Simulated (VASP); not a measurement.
Here is a VASP 6.6.1 calculation.

File INCAR:

```
SYSTEM = Pd
  ALGO = Fast
  EDIFF = 1E-7
  ENCUT = 520
  GGA = RP
  ISIF = 2
  ISMEAR = -1
  LASPH = .True.
  LCHARG = .False.
  LREAL = .False.
  LWAVE = .False.
  NBANDS = 17
  NELM = 60
  PREC = Accurate
  SIGMA = 0.1
```

KPOINTS

```
k-points
0
Gamma
  21 21 11
  0 0 0
```

The input POSCAR:

```
Pd
1.0
    2.8040872761      0.0000000000      0.0000000000
   -1.4020436380      2.4284108155      0.0000000000
    0.0000000000      0.0000000000      4.6674471392
Pd
2
Direct
    0.3333333333      0.6666666667      0.2500000000
    0.6666666667      0.3333333333      0.7500000000
```

Potentials or basis: VASP PAW PBE potentials, release 64 (Pd).

Launch:

```bash
$ cat potpaw_PBE.64/Pd/POTCAR > POTCAR
$ mpirun -np 1 vasp_std > vasp.out
```

What does it give for the pressure?

-0.3 GPa.

Predict the band gap on the k mesh.

none (metal or under the smearing width).

Stress tensor (GPa, compression positive):
```
-0.21  0.00  0.00
 0.00 -0.21  0.00
 0.00  0.00 -0.45
```

Caveat: the PAW data sets were made with another functional, which shifts forces and pressure a little.
